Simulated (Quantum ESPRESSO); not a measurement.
Crystal: PtSe2 (Sudovikovite).

```xyz
3
Lattice="3.7240 0.0000 0.0000 -1.8620 3.2251 0.0000 0.0000 0.0000 5.0620" Properties=species:S:1:pos:R:3 pbc="T T T"
Pt    0.0000    0.0000    0.0000
Se    1.8620    1.0750    3.7965
Se    0.0000    2.1501    1.2655
```

```yaml
Program: Quantum ESPRESSO 7.5
Task: Hubbard U by linear response
Functional: LDA
Potentials_or_basis: PseudoDojo 0.4.1 SR LDA standard
Cutoff: 1170 eV
Density_cutoff: 4680 eV
k_mesh: 8 × 8 × 4
Occupations: fermi-dirac, width 0.05 eV
Spin: no spin polarisation
Hubbard_terms: Pt d U = 0.0001 eV
Start_of_the_occupations: default
Hubbard_projectors: atomic
Form_of_the_LDA_correlation: PW92
Mixing_beta: 0.3
Most_SCF_iterations: 120
SCF_threshold: 6e-10 Ry
q_mesh: 1 × 1 × 1
```

Question: What Hubbard parameters does linear response give?

Answer: U = 7.00 eV on Pt 5d. The values belong to these projectors, potentials and this ground state, and don't carry over to other codes.

Hubbard U from linear response:
| site | manifold | U (eV) |
| --- | --- | --- |
| 1 | Pt-5d | 7.00 |
On the first site the bare response is -0.171 and the screened one -0.078 eV⁻¹.

Eigenvalues of the final occupation matrices:
```
   site  spin  trace               eigenvalues
Pt 1 5d  each   4.63  0.84 0.84 0.98 0.99 0.99
```

Caveat: the computed U isn't converged in cell size; U without spin polarisation on a metal has little footing.
